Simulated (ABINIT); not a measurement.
Crystal: InP.

```
In P
1.0
     0.00000    2.93050    2.93050
     2.93050    0.00000    2.93050
     2.93050    2.93050    0.00000
In P
1 1
Direct
  0.00000 0.00000 0.00000
  0.75000 0.75000 0.75000
```

Base run:

| Item | Value |
| --- | --- |
| Program | ABINIT 10.8.3 (patched build) |
| Functional | HSE06 |
| Potentials or basis | SPMS NC PBE v1.0 |
| Cutoff | 490 eV |
| k mesh | 6 × 6 × 6 |
| Occupations | fermi-dirac, width 0.05 eV |
| Spin | no spin polarisation |

Its results: band gap on the k mesh 2.30 eV, direct.

Question: The run is repeated on the same cell with these changes: share of exact exchange from 0.5 to 0.25. What comes out?

Answer: Band gap on the k mesh 1.45 eV, direct.

Caveats: exact exchange is summed on a coarse mesh, which widens gaps by tenths of an eV; Libxc's HSE differs a little from that of other programs; spin-orbit coupling is left out, which moves the levels of the heavy elements.

